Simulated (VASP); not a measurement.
A run of VASP 6.6.1 is set up as follows.

INCAR

```
SYSTEM = Ba
ALGO = Normal
EDIFF = 1E-7
EDIFFG = -0.005
ENCUT = 600
GGA = PS
IBRION = 2
ISIF = 3
ISMEAR = 1
LASPH = .TRUE.
LCHARG = .FALSE.
LREAL = .FALSE.
LWAVE = .FALSE.
NELM = 80
NSW = 90
PREC = Accurate
SIGMA = 0.1
```

KPOINTS

```
k-points
0
G
  12 12 12
  0 0 0
```

The input POSCAR:

```
Ba                                      
1.0
   -2.4437218269      2.4437218269      2.4437218269
    2.4437218269     -2.4437218269      2.4437218269
    2.4437218269      2.4437218269     -2.4437218269
  Ba            
     1
Direct
     0.0000000000000000    0.0000000000000000    0.0000000000000000
```

Potentials or basis: VASP PAW PBE potentials, release 64 (Ba_sv).

Run with:

```bash
$ cat potpaw_PBE.64/Ba_sv/POTCAR > POTCAR
$ mpirun -np 1 vasp_std > vasp.out
```

What does it give for the band gap on the k mesh?

None (metal or under the smearing width).

Final structure:
```xyz
1
Lattice="-2.4437 2.4437 2.4437 2.4437 -2.4437 2.4437 2.4437 2.4437 -2.4437" Properties=species:S:1:pos:R:3 pbc="T T T"
Ba    0.0000    0.0000    0.0000
```

Caveat: the relaxation stopped at its first step, so nothing moved. The run has no spin-orbit coupling, so splittings on Ba are missing.
